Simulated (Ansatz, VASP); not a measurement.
**Tl: VASP beside Ansatz**

```
CELL_PARAMETERS angstrom
3.30621 0.00000 0.00000
-1.65310 2.86326 0.00000
0.00000 0.00000 3.14849
ATOMIC_POSITIONS crystal
Tl 0.00000 0.00000 0.00000
```

Alike in both runs: functional PBEsol; k mesh 21 × 21 × 18; occupations gaussian, width 0.1 eV; no spin polarisation.

Ansatz relaxed the structure, and its values are those at the end. VASP's run is a single point on that final structure, the one shown.

|  | VASP | Ansatz |
| --- | --- | --- |
| version | VASP 6.6.1 | Ansatz 0.2.0 |
| potentials or method | VASP PAW PBE potentials, release 64 (Tl_d) | scalar-relativistic, plane waves, PAW |
| plane-wave cutoff (eV) | 520 | 420 |
| valence electrons in the cell | 13 | 13 |

|  | VASP | Ansatz | Ansatz less VASP |
| --- | --- | --- | --- |
| gap on the k mesh at the Fermi level (eV) | none | none | - |
| pressure (GPa) | 0.0 | 0.0 | +0.03 |

A gap of «none» marks a metal or a gap that the smearing closes. With one functional, cell and mesh, what is left measures potentials, basis and numerics.

Caveats: the PAW data sets were made with another functional, which shifts forces and pressure a little (VASP). Spin-orbit coupling is left out, which matters for the levels of Tl.
